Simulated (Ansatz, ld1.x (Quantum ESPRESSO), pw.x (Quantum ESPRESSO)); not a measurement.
# ruthenium: does the PAW potential hold in the solid?

```json
{
  "Element": "ruthenium",
  "Generator": "ld1.x (Quantum ESPRESSO) 7.5",
  "Type": "PAW",
  "Functional": "PBE",
  "Relativity": "scalar-relativistic",
  "Frozen core": "[Ar] 3d10",
  "Valence charge": "16",
  "Reference configuration": "4s2 4p6 4d7 5s1 5p0",
  "Partial waves": "4s (bound): rcut 1.50, rcutus 1.85 bohr; 5s (bound): rcut 1.50, rcutus 1.85 bohr; 4p (bound): rcut 1.50, rcutus 1.70 bohr; 5p (bound, empty): rcut 1.50, rcutus 1.70 bohr; 4d (bound): rcut 1.25, rcutus 1.60 bohr; 4d channel at 0.1 Ry: rcut 1.25, rcutus 1.60 bohr",
  "Local potential": "all-electron potential smoothed inside 1.80 bohr (lloc = -1)",
  "Core correction": "Bessel-smoothed model core, default radius (core density twice the valence density)",
  "Augmentation charge": "BESSEL, radius 1.20 bohr"
}
```

Atomic tests: cutoffs needed: 40 Ry and 70 Ry (the cutoffs (Ry, on a coarse ladder) from which the occupation-weighted sum of valence levels, in a spherical-Bessel basis at the reference potential, stays within 10 and 1 mRy of its value at 400 Ry); ghost test: no extra level below or beside the all-electron valence levels (s, p, d, f tested) (spherical-Bessel basis up to 400 Ry, 20 bohr box); largest excitation error: -16 meV (all-electron minus pseudo) for 4s1 4p6 4d7 5s1 5p0, out of 7 test configurations.

Crystal test: sc Ru in pw.x 7.5, no spin, 13³ k-points, Fermi–Dirac smearing 0.01 Ry, cutoffs 85/680 Ry. The reference is all-electron LAPW (Ansatz 0.2.0) with the same functional, mesh and smearing; V0 and B0 come from Birch–Murnaghan fits to the pressures at five volumes. Errors are pseudo minus all-electron; Δ is the rms difference of the E(V) curves that follow from these fits, minima aligned, over ±6 % about the mean V0. Mesh and smearing are coarse, so the numbers serve the comparison and aren't converged zero-temperature values; the lattice is a test structure that the element need not adopt.

| V (Å³/atom) | P all-electron (GPa) | P pseudo (GPa) |
| --- | --- | --- |
| 15.074 | 12.76 | 14.65 |
| 15.470 | 5.99 | 7.71 |
| 15.867 | 0.13 | 1.70 |
| 16.264 | -4.94 | -3.50 |
| 16.660 | -9.32 | -8.01 |

All-electron: a0 = 2.513 Å (V0 = 15.88 Å³/atom), B0 = 217.0 GPa.

Pseudopotential: mean pressure error (GPa): +1.59; a0 (Å): 2.519; a0 error (%): +0.24; B0 error (%): -0.8; Δ (meV/atom): 5.4.

At the middle volume, how do free energy and pressure move when the wave cutoff is lowered (ecutrho held at 680 Ry)?

```tsv
cutoff (Ry)	shift of F (meV/atom)	shift of P (GPa)
38	+227.9	-14.22
51	+46.1	-0.37
68	+8.9	-0.69
```

The run at the middle volume (84 k-points, 8 iterations) took about 31 s on one core of a shared host (Neoverse-V1, 32 threads, 247 GiB, load 25).
